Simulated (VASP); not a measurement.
# AlN (Fm-3m) in VASP: reference runs, part 2 of 2

VASP 6.6.1. The steps go on from the part before.

## (3) Single point, PBE (atoms moved at random, drawn with an rms of 0.05 Å)

Input file INCAR:

```
SYSTEM = AlN
PREC     = Accurate       ! precision mode
ENCUT    = 520            ! plane-wave cutoff, eV
EDIFF    = 1E-7           ! SCF threshold, eV
ISMEAR   = -1             ! smearing method
SIGMA    = 0.05           ! smearing width, eV
LREAL    = .False.        ! projectors in reciprocal space
LASPH    = .True.         ! aspherical terms in the spheres
NELM     = 80             ! most SCF steps
ALGO     = Normal         ! electronic algorithm
ISIF     = 2              ! what is computed and relaxed
LWAVE    = .False.        ! write WAVECAR
LCHARG   = .True.         ! write CHGCAR
GGA      = PE             ! functional
LELF     = .True.         ! ELF
LVHAR    = .True.       
NBANDS   = 11             ! bands
```

Input file KPOINTS:

```
Automatic mesh
0
Gamma
  11 11 11
  0 0 0
```

Input file POSCAR:

```
AlN
1.0
    0.0000000000      2.0345180000      2.0345180000
    2.0345180000      0.0000000000      2.0345180000
    2.0345180000      2.0345180000      0.0000000000
Al N
1 1
Direct
    0.5025450000      0.5090280000      0.4863300000
   -0.0076080000      0.0037190000      0.0020680000
```

Potentials or basis: VASP PAW PBE potentials, release 64 (Al, N).

Launch:

```bash
> cat potpaw_PBE.64/Al/POTCAR potpaw_PBE.64/N/POTCAR > POTCAR
> mpirun -np 1 vasp_std > vasp.out
```

OUTCAR:

```text
SYSTEM = AlN
   PREC = Accurate
   ENCUT = 520
   EDIFF = 1E-7
   ISMEAR = -1
   LREAL = .False.
   LASPH = .True.
   NELM = 80
   ISIF = 2
   GGA = PE

 ion  position               nearest neighbor table
   1  0.503  0.509  0.486-   2 2.00   2 2.01   2 2.02   2 2.05   2 2.06   2 2.07
   2  0.992  0.004  0.002-   1 2.00   1 2.01   1 2.02   1 2.05   1 2.06   1 2.07

  LATTYP: Found a face centered cubic cell.
 ALAT       =     4.0690360000

  Lattice vectors:

 A1 = (   0.0000000000,   2.0345180000,   2.0345180000)
 A2 = (   2.0345180000,   0.0000000000,   2.0345180000)
 A3 = (   2.0345180000,   2.0345180000,   0.0000000000)

Analysis of symmetry for initial positions (statically):
=====================================================================
 Subroutine PRICEL returns:
 Original cell was already a primitive cell.

 Routine SETGRP: Setting up the symmetry group for a
 face centered cubic supercell.

 Subroutine GETGRP returns: Found  1 space group operations
 (whereof  1 operations were pure point group operations)
 out of a pool of 48 trial point group operations.

The static configuration has the point symmetry C_1 .

Analysis of symmetry for dynamics (positions and initial velocities):
=====================================================================
 Subroutine PRICEL returns:
 Original cell was already a primitive cell.

 Routine SETGRP: Setting up the symmetry group for a
 face centered cubic supercell.

 Subroutine GETGRP returns: Found  1 space group operations
 (whereof  1 operations were pure point group operations)
 out of a pool of 48 trial point group operations.

The dynamic configuration has the point symmetry C_1 .

 Subroutine INISYM returns: Found  1 space group operations
 (whereof  1 operations are pure point group operations),
 and found     1 'primitive' translations

----------------------------------------------------------------------------------------

                                     Primitive cell

  volume of cell :      16.8428
[... 117 lines left out ...]
   IVDW    =     0    specifies the selected vdW correction
   LEPSILON=     F    determine dielectric tensor
   LRPA    =     F    only Hartree local field effects (RPA)
 non-spin polarized calculation
  energy-cutoff  :      520.00
  volume of cell :       16.84
 maximum number of plane-waves:       465
 NGX is ok and might be reduce to    24
   NGX = 11   NGY = 11   NGZ = 11

 number of electron       8.0000000 magnetization

 Free energy of the ion-electron system (eV)
  ---------------------------------------------------
  ext. energy  EPLUGINS =         0.00000000
  ---------------------------------------------------
  free energy    TOTEN  =       -14.54076180 eV

  energy without entropy =      -14.54076180  energy(sigma->0) =      -14.54076180

 E-fermi :  10.7230     XC(G=0): -12.1957

 val. band max:        9.7174413476   @ k =   0.0000   0.0000   0.0000
 cond. band min:      14.2648247689   @ k =   0.4545   0.0000   0.4545
 fundamental gap:      4.5473834214
 Fermi energy:        10.7230422117

 k-point     1 :       0.0000    0.0000    0.0000
  band No.  band energies     occupation
      1      -7.6637      2.00000
      2       9.7101      2.00000
      3       9.7143      2.00000
      4       9.7174      2.00000
      5      15.1194      0.00000
      6      21.8230      0.00000
      7      21.8260      0.00000
      8      21.8319      0.00000
      9      26.9078      0.00000
     10      27.3645      0.00000
     11      27.3672      0.00000
[... 309 lines left out ...]
 k-point    24 :       0.0909    0.0000    0.0909
  band No.  band energies     occupation
      1      -7.4419      2.00000
      2       8.9126      2.00000
      3       9.4100      2.00000
      4       9.4193      2.00000
      5      15.8888      0.00000
      6      20.4995      0.00000
      7      22.3110      0.00000
      8      22.3234      0.00000
      9      24.3299      0.00000
     10      27.6376      0.00000
     11      28.7257      0.00000

 [... further k-points ...]

------------------------ aborting loop because EDIFF is reached ----------------------------------------

  FORCE on cell =-STRESS in cart. coord.  units (eV):
  Direction    XX          YY          ZZ          XY          YZ          ZX
  --------------------------------------------------------------------------------------
  -------------------------------------------------------------------------------------
  Total        0.0212723      0.0019885      0.0537344     -0.0006390      0.0009751      0.0018752
  in kB        2.0235308      0.1891565      5.1115018     -0.0607890      0.0927598      0.1783813
  external PRESSURE =       2.4413964 kB  Pullay stress =       0.0000000 kB

 VOLUME and BASIS-vectors are now :
 -----------------------------------------------------------------------------
  energy-cutoff  :      520.00
  volume of cell :       16.84
      direct lattice vectors                 reciprocal lattice vectors
     0.000000000  2.034518000  2.034518000    -0.245758455  0.245758455  0.245758455
     2.034518000  0.000000000  2.034518000     0.245758455 -0.245758455  0.245758455
     2.034518000  2.034518000  0.000000000     0.245758455  0.245758455 -0.245758455

 POSITION                                       TOTAL-FORCE (eV/Angst)
 -----------------------------------------------------------------------------------
      2.02507      2.01188      2.05806         0.139508      0.074394     -0.208359
      0.01177      2.02325      2.02661        -0.139508     -0.074394      0.208359
 -----------------------------------------------------------------------------------
    total drift:                               -0.000001     -0.000021      0.000005

  FREE ENERGIE OF THE ION-ELECTRON SYSTEM (eV)
  ---------------------------------------------------
  free  energy   TOTEN  =       -14.5407617977 eV

  energy  without entropy=      -14.5407617977  energy(sigma->0) =      -14.54076180
```

It took 84 s on 1 thread of Intel Xeon Platinum 8259CL at 2.50GHz (Skylake/Cascade Lake), shared host; peak memory 0.23 GiB.

What came out:

| Quantity | Value |
| --- | --- |
| Free energy | -14.5408 eV |
| Pressure | 0.2 GPa |
| Largest force | 0.262 eV/Å |
| Band gap on the k mesh | 4.55 eV, indirect (least direct gap 5.40 eV) |

Forces in eV/Å, atoms in the order of the input:
```
Al   0.140  0.074 -0.208
N   -0.140 -0.074  0.208
```

Stress tensor (GPa, compression positive):
```
 0.20 -0.01  0.02
-0.01  0.02  0.01
 0.02  0.01  0.51
```

Caveat: an odd mesh through Γ misses points on the zone boundary, where band edges often lie.
